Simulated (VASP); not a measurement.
# Ga2O3 (R-3c) in VASP: a series of runs, part 2 of 2

VASP 6.6.1. The steps go on from the part before.

## 3. Relaxation of cell and atoms, LDA

This run uses another cell than the first one, of 9.49 Å³/atom, 0.986 times its volume.

File INCAR:

```
ALGO     = Normal         # electronic algorithm
EDIFF    = 1E-7           # SCF threshold, eV
EDIFFG   = -0.002         # ionic threshold
ENCUT    = 520            # plane-wave cutoff, eV
GGA      = CA             # functional
IBRION   = 2              # ionic algorithm
ISIF     = 3              # what is computed and relaxed
ISMEAR   = 0              # smearing method
KPAR     = 8            
LASPH    = T              # aspherical terms in the spheres
LCHARG   = F              # write CHGCAR
LREAL    = F              # projectors in reciprocal space
LWAVE    = F              # write WAVECAR
NELM     = 100            # most SCF steps
NSW      = 80             # ionic steps
PREC     = Accurate       # precision mode
SIGMA    = 0.02           # smearing width, eV
```

File KPOINTS:

```
k-points
0
Gamma
  9 9 9
```

File POSCAR:

```
Ga2O3                                   
1.0
    2.4821062383      1.4330447067      4.4456551130
   -2.4821062383      1.4330447067      4.4456551130
   -0.0000000000     -2.8660894134      4.4456551130
  Ga              O             
     4     6
Direct
     0.3557139964159558    0.3557139964159558    0.3557139964159558
     0.1442860035840441    0.1442860035840441    0.1442860035840441
     0.6442860035840442    0.6442860035840442    0.6442860035840442
     0.8557139964159558    0.8557139964159558    0.8557139964159558
     0.5525134683928407    0.9474865316071593    0.2500000000000000
     0.2500000000000102    0.5525134683928509    0.9474865316071392
     0.9474865316071491    0.2499999999999899    0.5525134683928608
     0.4474865316071595    0.0525134683928405    0.7500000000000000
     0.7499999999999898    0.4474865316071494    0.0525134683928608
     0.0525134683928506    0.7500000000000102    0.4474865316071392
```

Potentials or basis: VASP PAW LDA potentials, release 64 (Ga_d, O).

Command:

```bash
> cat potpaw_LDA.64/Ga_d/POTCAR potpaw_LDA.64/O/POTCAR > POTCAR
> mpirun -np 8 vasp_std > vasp.out
```

OUTCAR:

```text
EDIFF = 1E-7
   EDIFFG = -0.002
   ENCUT = 520
   GGA = CA
   IBRION = 2
   ISIF = 3
   ISMEAR = 0
   LASPH = T
   LREAL = F
   NELM = 100
   NSW = 80
   PREC = Accurate

 ion  position               nearest neighbor table
   1  0.356  0.356  0.356-  10 1.92   8 1.92   9 1.92   5 2.06   7 2.06   6 2.06   2 2.82
   2  0.144  0.144  0.144-   9 1.92   8 1.92  10 1.92   5 2.06   7 2.06   6 2.06   1 2.82
   3  0.644  0.644  0.644-   7 1.92   5 1.92   6 1.92   8 2.06   9 2.06  10 2.06   4 2.82
   4  0.856  0.856  0.856-   6 1.92   5 1.92   7 1.92   8 2.06   9 2.06  10 2.06   3 2.82
   5  0.553  0.947  0.250-   3 1.92   4 1.92   1 2.06   2 2.06
   6  0.250  0.553  0.947-   4 1.92   3 1.92   1 2.06   2 2.06
   7  0.947  0.250  0.553-   3 1.92   4 1.92   1 2.06   2 2.06
   8  0.447  0.053  0.750-   1 1.92   2 1.92   3 2.06   4 2.06
   9  0.750  0.447  0.053-   2 1.92   1 1.92   3 2.06   4 2.06
  10  0.053  0.750  0.447-   1 1.92   2 1.92   3 2.06   4 2.06

  LATTYP: Found a trigonal (rhomboedric) cell.
 ALAT       =     5.2894534589
 COS(alpha) =     0.5595981565

  Lattice vectors:

 A1 = (   2.4821062383,   1.4330447067,   4.4456551130)
 A2 = (  -2.4821062383,   1.4330447067,   4.4456551130)
 A3 = (   0.0000000000,  -2.8660894134,   4.4456551130)

Analysis of symmetry for initial positions (statically):
=====================================================================
 Subroutine PRICEL returns:
 Original cell was already a primitive cell.

 Routine SETGRP: Setting up the symmetry group for a
 trigonal (rhombohedral) supercell.

 Subroutine GETGRP returns: Found 12 space group operations
 (whereof  6 operations were pure point group operations)
 out of a pool of 12 trial point group operations.

The static configuration has the point symmetry S_6 .
 The point group associated with its full space group is D_3d.

Analysis of symmetry for dynamics (positions and initial velocities):
=====================================================================
 Subroutine PRICEL returns:
 Original cell was already a primitive cell.

 Routine SETGRP: Setting up the symmetry group for a
 trigonal (rhombohedral) supercell.

 Subroutine GETGRP returns: Found 12 space group operations
 (whereof  6 operations were pure point group operations)
 out of a pool of 12 trial point group operations.

The dynamic configuration has the point symmetry S_6 .
 The point group associated with its full space group is D_3d.

 Subroutine INISYM returns: Found 12 space group operations
 (whereof  6 operations are pure point group operations),
 and found     1 'primitive' translations

----------------------------------------------------------------------------------------

                                     Primitive cell

  volume of cell :      94.8784

  direct lattice vectors                    reciprocal lattice vectors
     2.482106238  1.433044707  4.445655113     0.201441821  0.116302489  0.074979576
    -2.482106238  1.433044707  4.445655113    -0.201441821  0.116302489  0.074979576
     0.000000000 -2.866089413  4.445655113     0.000000000 -0.232604979  0.074979576

  length of vectors
     5.289453459  5.289453459  5.289453460     0.244391106  0.244391106  0.244391106

  position of ions in fractional coordinates (direct lattice)
     0.355713996  0.355713996  0.355713996
     0.144286004  0.144286004  0.144286004
     0.644286004  0.644286004  0.644286004
     0.855713996  0.855713996  0.855713996
     0.552513468  0.947486532  0.250000000
     0.250000000  0.552513468  0.947486532
     0.947486532  0.250000000  0.552513468
[... 76 lines left out ...]
   NGX,Y,Z   is equivalent  to a cutoff of  12.57, 12.57, 12.57 a.u.
   NGXF,Y,Z  is equivalent  to a cutoff of  25.14, 25.14, 25.14 a.u.
 SYSTEM =  unknown system
   PREC   = accura    normal or accurate (medium, high low for compatibility)
   ISTART =      0    job   : 0-new  1-cont  2-samecut
   ICHARG =      2    charge: 1-file 2-atom 10-const
   ISPIN  =      1    spin polarized calculation?
   LNONCOLLINEAR =      F non collinear calculations
   LSORBIT =      F    spin-orbit coupling
   LASPH  =      T    aspherical Exc in radial PAW
   ENCUT  =  520.0 eV  38.22 Ry    6.18 a.u.   9.83  9.83  9.83*2*pi/ulx,y,z
   NELM   =    100;   NELMIN=  2; NELMDL= -5     # of ELM steps
   EDIFF  = 0.1E-06   stopping-criterion for ELM
   LREAL  =      F    real-space projection
   EDIFFG = -.2E-02   stopping-criterion for IOM
   NSW    =     80    number of steps for IOM
   IBRION =      2    ionic relax: 0-MD 1-quasi-New 2-CG
   NFREE  =      1    steps in history (QN), initial steepest desc. (CG)
   ISIF   =      3    stress and relaxation
   ISYM   =      2    0-nonsym 1-usesym 2-fastsym
   POTIM  = 0.5000    time-step for ionic-motion
   TEBEG  =    0.0;   TEEND  =   0.0 temperature during run
   PSTRESS=    0.0 pullay stress
   NELECT =      88.0000    total number of electrons
   NUPDOWN=      -1.0000    fix difference up-down
   EMIN   =  10.00;   EMAX   =-10.00  energy-range for DOS
   EFERMI =   0.00;   METHOD = LEGACY
   ISMEAR =     0;   SIGMA  =   0.02  broadening in eV -4-tet -1-fermi 0-gaus
   EFERMI_NEDOS =   21; number of points for ismear=-14 and -15
   IALGO  =     38    algorithm
   IMIX   =      4    mixing-type and parameters
     AMIX     =   0.40;   BMIX     =  1.00
     AMIX_MAG =   1.60;   BMIX_MAG =  1.00
  volume/ion in A,a.u.               =       9.49        64.03
  Fermi-wavevector in a.u.,A,eV,Ry     =   1.596541  3.017025 34.680467  2.548942
  Thomas-Fermi vector in A             =   2.694287
   LORBIT       =      0    0 simple, 1 ext, 2 COOP (PROOUT), +10 PAW based schemes
   GGA     = CA    functional components
   LHFCALC =     F    Hartree Fock is set to
   AEXX    =    0.0000 exact exchange contribution
   IVDW    =     0    specifies the selected vdW correction
   LEPSILON=     F    determine dielectric tensor
   LRPA    =     F    only Hartree local field effects (RPA)
 conjugate gradient relaxation of ions
 non-spin polarized calculation
 Gauss-broadening in eV      SIGMA  =   0.02
  energy-cutoff  :      520.00
  volume of cell :       94.88
 maximum number of plane-waves:      2571
   NGX = 19   NGY = 19   NGZ = 19

--------------------------------------- Ionic step        1  -------------------------------------------

 number of electron      87.9999982 magnetization

 Free energy of the ion-electron system (eV)
  ---------------------------------------------------
  ext. energy  EPLUGINS =         0.00000000
  ---------------------------------------------------
  free energy    TOTEN  =       -68.27218931 eV

  energy without entropy =      -68.27218931  energy(sigma->0) =      -68.27218931

------------------------ aborting loop because EDIFF is reached ----------------------------------------

  FORCE on cell =-STRESS in cart. coord.  units (eV):
  Direction    XX          YY          ZZ          XY          YZ          ZX
  --------------------------------------------------------------------------------------
  -------------------------------------------------------------------------------------
  Total        0.0342923      0.0342923      0.0169432     -0.0000000     -0.0000000     -0.0000000
  in kB        0.5790827      0.5790827      0.2861136     -0.0000000     -0.0000000     -0.0000000
  external PRESSURE =       0.4814263 kB  Pullay stress =       0.0000000 kB
[... 119 lines left out ...]
--------------------------------------- Ionic step        4  -------------------------------------------

 number of electron      87.9999982 magnetization

 Free energy of the ion-electron system (eV)
  ---------------------------------------------------
  ext. energy  EPLUGINS =         0.00000000
  ---------------------------------------------------
  free energy    TOTEN  =       -68.27218914 eV

  energy without entropy =      -68.27218914  energy(sigma->0) =      -68.27218914

 E-fermi :   4.5891     XC(G=0): -12.8503

 val. band max:        4.4434032797   @ k =  -0.2222   0.1111   0.0000
 cond. band min:       7.4249286108   @ k =   0.0000   0.0000   0.0000
 fundamental gap:      2.9815253311
 Fermi energy:         4.5891055693

 k-point     1 :       0.0000    0.0000    0.0000
  band No.  band energies     occupation
      1     -14.4948      2.00000
      2     -12.3469      2.00000
      3     -12.3469      2.00000
      4     -12.2921      2.00000
      5     -12.2747      2.00000
      6     -12.2747      2.00000
[... 1309 lines left out ...]
     51      13.7593      0.00000
     52      15.6190      0.00000

 [... further k-points ...]

------------------------ aborting loop because EDIFF is reached ----------------------------------------

  FORCE on cell =-STRESS in cart. coord.  units (eV):
  Direction    XX          YY          ZZ          XY          YZ          ZX
  --------------------------------------------------------------------------------------
  -------------------------------------------------------------------------------------
  Total       -0.0030946     -0.0030946     -0.0173763     -0.0000000      0.0000000      0.0000000
  in kB       -0.0522535     -0.0522535     -0.2934088     -0.0000000      0.0000000      0.0000000
  external PRESSURE =      -0.1326386 kB  Pullay stress =       0.0000000 kB
[... 25 lines left out ...]
  FREE ENERGIE OF THE ION-ELECTRON SYSTEM (eV)
  ---------------------------------------------------
  free  energy   TOTEN  =       -68.2721891352 eV

  energy  without entropy=      -68.2721891352  energy(sigma->0) =      -68.27218914

 reached required accuracy - stopping structural energy minimisation
```

Run time: 4.5 min. Hardware: 8 MPI ranks of Intel Xeon Platinum 8488C (Sapphire Rapids), shared host; peak memory 0.43 GiB.

What came out:

```yaml
Free_energy: -68.2722 eV
Energy_gained_by_relaxing: 0.0 meV/atom
Ionic_steps: 4
Pressure_after_relaxing: 0.0 GPa
Band_gap_on_the_k_mesh: 2.98 eV, indirect (least direct gap 3.24 eV)
```

Final structure:
```yaml
crystal:
  lattice:
    - [2.48217, 1.43308, 4.44571]
    - [-2.48217, 1.43308, 4.44571]
    - [0.00000, -2.86616, 4.44571]
  atoms:
    - { symbol: Ga, position: [0.35571, 0.35571, 0.35571] }
    - { symbol: Ga, position: [0.14429, 0.14429, 0.14429] }
    - { symbol: Ga, position: [0.64429, 0.64429, 0.64429] }
    - { symbol: Ga, position: [0.85571, 0.85571, 0.85571] }
    - { symbol: O, position: [0.55251, 0.94749, 0.25000] }
    - { symbol: O, position: [0.25000, 0.55251, 0.94749] }
    - { symbol: O, position: [0.94749, 0.25000, 0.55251] }
    - { symbol: O, position: [0.44749, 0.05251, 0.75000] }
    - { symbol: O, position: [0.75000, 0.44749, 0.05251] }
    - { symbol: O, position: [0.05251, 0.75000, 0.44749] }
```

Caveat: an odd mesh through Γ misses points on the zone boundary, where band edges often lie. Expect the measured gap to be larger: semilocal functionals such as LDA lack the derivative discontinuity.
